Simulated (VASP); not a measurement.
# Settings for PbTe: phonons at the zone centre

PbTe, Fm-3m (no. 225), 2 atoms in the cell. PBEsol, zone-centre phonons; PAW potentials Pb_d, Te (PBE set). VASP 6.6.1.

Wanted: optical modes within 2 cm⁻¹.

Geometry: relaxed with this functional.

POSCAR:
```
TePb
1.0
    0.0000000000      3.2219316428      3.2219316428
    3.2219316428      0.0000000000      3.2219316428
    3.2219316428      3.2219316428      0.0000000000
Pb Te
1 1
Direct
    0.0000000000      0.0000000000      0.0000000000
    0.5000000000      0.5000000000      0.5000000000
```

The series start from Plane-wave cutoff (eV): 310; k mesh: 5x5x5; SCF threshold (eV): 1e-7; Precision mode: Accurate; Method: finite differences with symmetry (IBRION 6, NFREE 2, POTIM 0.015); Projectors in real space: False; Electronic algorithm: Normal; Extra support grid: no. Each series keeps the choices made before it, and each single choice may use up half of a tolerance.

## Plane-wave cutoff (eV)

| Plane-wave cutoff (eV) | Optical modes, largest deviation (cm⁻¹) | SCF iterations | Time (s) |
|---|---|---|---|
| 190 | 5.5 | 38 | 12 |
| 240 | 0.1 | 40 | 14 |
| 280 | 0.6 | 41 | 28 |
| 310 | 0.7 | 40 | 25 |
| 360 | 1.0 | 38 | 30 |
| 430 (reference) | 0.0 | 39 | 31 |

Chosen: 240, the loosest value from which every tighter one stays within half of the tolerance.

## k mesh

| k mesh | Optical modes, largest deviation (cm⁻¹) | SCF iterations | Time (s) |
|---|---|---|---|
| 3x3x3 | 68.7 | 39 | 10 |
| 4x4x4 | 78.8 | 38 | 11 |
| 5x5x5 | 14.2 | 40 | 14 |
| 7x7x7 | 0.9 | 40 | 21 |
| 8x8x8 (reference) | 0.0 | 40 | 26 |

Chosen: 7x7x7.

## SCF threshold (eV)

| SCF threshold (eV) | Optical modes, largest deviation (cm⁻¹) | SCF iterations | Time (s) |
|---|---|---|---|
| 0.0001 | 15.9 | 21 | 12 |
| 1e-5 | 3.6 | 28 | 18 |
| 1e-6 | 0.9 | 33 | 22 |
| 1e-7 | 0.2 | 40 | 21 |
| 1e-8 (reference) | 0.0 | 49 | 21 |

Chosen: 1e-6.

## Precision mode

| Precision mode | Optical modes, largest deviation (cm⁻¹) | SCF iterations | Time (s) |
|---|---|---|---|
| Accurate | 0.0 | 33 | 22 |
| Normal | 1.2 | 33 | 12 |
| Single | 6.9 | 33 | 14 |

Chosen: Accurate; no other choice that stays within half of the tolerance saves 30 % of the time.

## Method

| Method | Optical modes, largest deviation (cm⁻¹) | SCF iterations | Time (s) |
|---|---|---|---|
| finite differences with symmetry (IBRION 6, NFREE 2, POTIM 0.015) | 0.0 | 33 | 22 |
| one displacement (NFREE 1) | 1.3 | 22 | 9.4 |
| four displacements (NFREE 4) | 0.7 | 54 | 27 |
| POTIM 0.005 | 2.1 | 29 | 15 |
| POTIM 0.04 | 0.2 | 37 | 26 |
| perturbation theory (IBRION 8) | 0.7 | 32 | 31 |
| no symmetry (IBRION 5) | 0.3 | 76 | 46 |

Chosen: finite differences with symmetry (IBRION 6, NFREE 2, POTIM 0.015).

## Projectors in real space

| Projectors in real space | Optical modes, largest deviation (cm⁻¹) | SCF iterations | Time (s) |
|---|---|---|---|
| False | 0.0 | 33 | 22 |
| Auto | 1.0 | 33 | 30 |

Chosen: False.

## Electronic algorithm

| Electronic algorithm | Optical modes, largest deviation (cm⁻¹) | SCF iterations | Time (s) |
|---|---|---|---|
| Normal | 0.0 | 33 | 22 |
| Fast | 0.6 | 41 | 23 |
| All | 0.0 | 55 | 35 |

Chosen: Normal.

## Extra support grid

| Extra support grid | Optical modes, largest deviation (cm⁻¹) | SCF iterations | Time (s) |
|---|---|---|---|
| no | 0.0 | 33 | 22 |
| yes | 0.1 | 33 | 29 |

Chosen: no.

## All choices together

| Input | Optical modes, largest deviation (cm⁻¹) | Time (s) |
|---|---|---|
| program defaults, KSPACING-like mesh of 0.5 per A (naive) | 76.9 | 5.9 |
| chosen settings | 0.1 | 22 |
| reference settings throughout | 0.0 | 72 |

The tolerance is met.

Values of the reference run: Optical modes: 41.33, 41.33, 41.33 cm⁻¹.

## The input

INCAR:
```
  ADDGRID = False
  ALGO = Normal
  EDIFF = 1E-6
  ENCUT = 240
  GGA = PS
  IBRION = 6
  ISIF = 2
  ISMEAR = 0
  KPAR = 2
  LASPH = True
  LCHARG = False
  LREAL = False
  LWAVE = False
  NELM = 120
  NFREE = 2
  NSW = 1
  POTIM = 0.015
  PREC = Accurate
  SIGMA = 0.02
```

KPOINTS:
```
Automatic mesh
0
Gamma
  7 7 7
  0 0 0
```

Commands:
```
cat potpaw_PBE.64/Pb_d/POTCAR potpaw_PBE.64/Te/POTCAR > POTCAR
mpirun -np 2 vasp_std > vasp.out
```

Limits: the long-range field of polar modes isn't in these frequencies, so the longitudinal modes come out as transverse ones.

The chosen input took VASP 6.6.1 22 s on 2 cores (Intel Xeon Platinum 8259CL @ 2.50GHz (Skylake/Cascade Lake)), a shared host.

## An input that fails: cutoff far too low

It runs to its end, but against the unchanged starting input it is off by 96.1 cm⁻¹ in the optical modes.

Changes against the starting input:
```
- ENCUT = 310
+ ENCUT = 130
```
